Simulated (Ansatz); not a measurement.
Consider the substitution at a C–C bond: `FC(F)C(Cl)Cl` + H–F → trifluoromethane + `ClCCl`.

Gas-phase electronic energies from Ansatz, PBE0-D4/def2-TZVP geometries. CBS: MP2 limit from def2 TZ/QZ plus the TZ coupled-cluster correction, frozen cores. This one scheme is used for every species. Functionals use def2-TZVPP. One conformer a species, not always the lowest.

`FC(F)C(Cl)Cl`:

```xyz
8

F     1.180    0.656    1.169
C     0.155   -0.124    0.768
F    -0.917    0.200    1.519
C    -0.153    0.172   -0.695
Cl   -1.542   -0.783   -1.206
Cl    1.268   -0.173   -1.675
H     0.411   -1.174    0.932
H    -0.402    1.226   -0.813
```

H–F:

```xyz
2

F    -0.271   -0.058   -0.367
H     0.271    0.058    0.367
```

`FC(F)F`:

Z-matrix (Å, degrees):
```
C
F 1 1.331
F 1 1.331 2 108.5
F 1 1.331 2 108.5 3 -117.7
H 1 1.093 2 110.4 3 121.1
```

`ClCCl`:

```xyz
5

Cl    0.208    1.415   -0.893
C    -0.127   -0.025    0.066
Cl    1.243   -1.130    0.143
H    -0.365    0.290    1.077
H    -0.960   -0.550   -0.392
```

CCSD(T)/CBS gives +0.3 kcal/mol.

Question: Another level gave -3.4 kcal/mol. Which?
A. LDA (SPW92)/def2-TZVPP
B. r2SCANh-D4/def2-TZVPP
C. MP2/def2-TZVPP
D. revPBE/def2-TZVPP

Answer: B. r2SCANh-D4 -3.4, revPBE -5.5, LDA (SPW92) -2.0, MP2/def2-TZVPP 0.4 kcal/mol.

Largest T1 diagnostic among the species: 0.012.

In def2-TZVPP, CCSD(T) changes the Hartree–Fock value by +7.2 kcal/mol (the triples alone add +0.8 kcal/mol) and MP2 by +8.9 kcal/mol. The D4 term adds +2.4 kcal/mol with B3LYP and +1.3 kcal/mol with PBE0; it sums over pairs of atoms, weighted by their polarisabilities, and B3LYP, whose exchange is more repulsive, gets the larger term. At CCSD(T), def2-SVP lies −4.4 kcal/mol from the extrapolated value and def2-TZVPP −1.6 kcal/mol.

B3LYP here is the variant with VWN-RPA as its local correlation; programs differ in this.

CCSD(T)/CBS has its own doubt, a few kJ/mol and more with outer-core shells, so smaller differences from it don't rank the levels.
